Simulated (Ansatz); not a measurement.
**From the elastic tensor of ZrO₂ at 3 GPa (stress–strain coefficients) to moduli and sound speeds**

The calculation used DFT PBEsol, scalar-relativistic, plane waves, PAW in Ansatz 0.2.0. Cutoff 420 eV, 6×6×6 k-points (Γ-centred), fixed occupations. No spin polarisation.

The structure is tetragonal, space group P4_2/nmc (No. 137). The conventional cell has a = 3.570 Å, b = 3.570 Å, c = 5.138 Å, α = 90.00°, β = 90.00°, γ = 90.00°. Around Zr (site symmetry -4m2) lie 8 O at 2.07 to 2.34 Å. Around O (site symmetry 2mm) lie 4 Zr at 2.07 to 2.34 Å.

Relaxed-ion constants (GPa, on the Cartesian axes of the calculation):
C11 = 389.9, C12 = 235.8, C13 = 75.9, C22 = 389.9, C23 = 75.9, C33 = 339.0, C44 = 41.3, C55 = 41.3, C66 = 176.8 GPa; the others vanish.

Density 6.249 g/cm³; 6 atoms in 65.49 Å³.

The values that follow are for a polycrystal of randomly turned grains, by Hill's mean where one number stands. In a crystal this anisotropic the Voigt and Reuss bounds lie far apart, so Hill's mean and the sound speeds and Debye temperature from it are rough.

With S = C⁻¹: B_V = (C11+C22+C33+2(C12+C13+C23))/9, G_V = (C11+C22+C33−C12−C13−C23+3(C44+C55+C66))/15, 1/B_R = S11+S22+S33+2(S12+S13+S23), 15/G_R = 4(S11+S22+S33−S12−S13−S23)+3(S44+S55+S66); Hill is their mean. Then v_l = √((B+4G/3)/ρ), v_t = √(G/ρ), v_m = [(2/v_t³+1/v_l³)/3]^(−1/3) and Θ = (ħ/k_B)·v_m·(6π²n/V)^(1/3) for n atoms in the volume V; E = 9BG/(3B+G), ν = (3B−2G)/(2(3B+G)) and A^U = 5G_V/G_R + B_V/B_R − 6.

| Quantity | Value |
| --- | --- |
| Bulk modulus, Voigt / Reuss / Hill | 210.4 / 200.5 / 205.5 GPa |
| Shear modulus, Voigt / Reuss / Hill | 100.6 / 68.1 / 84.4 GPa |
| Young's modulus | 223 GPa |
| Poisson ratio | 0.319 |
| Pugh ratio B/G | 2.44 |
| Universal anisotropy index | 2.43 |
| Longitudinal and transverse sound speeds | 7133 and 3675 m/s |
| Debye temperature from the mean sound speed | 552 K |

This form isn't the usual stable structure of the compound at low pressure.

Cost: 1 run of about 1.4 core-minutes, on AMD EPYC 9R45 (Zen 5) (shared hosts).